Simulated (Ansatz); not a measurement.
Independent-particle absorption of BeTe (F-43m, a = 5.664 Å, b = 5.664 Å, c = 5.664 Å, α = 90.00°, β = 90.00°, γ = 90.00°), no local fields or excitons, 0.1 eV broadening. Method: DFT PBE, scalar-relativistic, plane waves, PAW in Ansatz 0.2.0.

Plane waves to 420 eV, a k mesh through Γ of 8×8×8 on the computed 2-atom cell and Gaussian smearing (0.02 eV); no spin polarisation. The spectrum is summed on a 12×12×12 mesh.

```yaml
crystal:
  lattice:
    - [0.00000, 2.83187, 2.83187]
    - [2.83187, 0.00000, 2.83187]
    - [2.83187, 2.83187, 0.00000]
  atoms:
    - { symbol: Be, position: [0.00000, 0.00000, 0.00000] }
    - { symbol: Te, position: [0.25000, 0.25000, 0.25000] }
```

| photon energy (eV) | ε2,zz |
| --- | --- |
| 0.0 | 0.00 |
| 0.4 | 0.00 |
| 0.8 | 0.00 |
| 1.2 | 0.00 |
| 1.6 | 0.00 |
| 2.0 | 0.00 |
| 2.4 | 0.00 |
| 2.8 | 0.00 |
| 3.2 | 0.00 |
| 3.6 | 1.01 |
| 4.0 | 9.83 |
| 4.4 | 14.99 |
| 4.8 | 23.66 |
| 5.2 | 20.64 |
| 5.6 | 14.93 |
| 6.0 | 12.31 |
| 6.4 | 8.06 |
| 6.8 | 6.12 |
| 7.2 | 4.78 |
| 7.6 | 3.78 |
| 8.0 | 2.93 |
| 8.4 | 2.28 |
| 8.8 | 2.50 |
| 9.2 | 1.88 |
| 9.6 | 1.67 |
| 10.0 | 1.49 |
| 10.4 | 1.40 |
| 10.8 | 1.21 |
| 11.2 | 1.02 |
| 11.6 | 0.92 |
| 12.0 | 0.79 |
| 12.4 | 0.70 |
| 12.8 | 0.67 |
| 13.2 | 0.63 |
| 13.6 | 0.57 |
| 14.0 | 0.55 |

The strongest peak lies near 5.0 eV. ε∞ (xx, yy, zz) = 8.0, 8.0, 8.0.

Cost: 1 run of about 0.35 core-minutes, on Arm Neoverse V2 (shared hosts).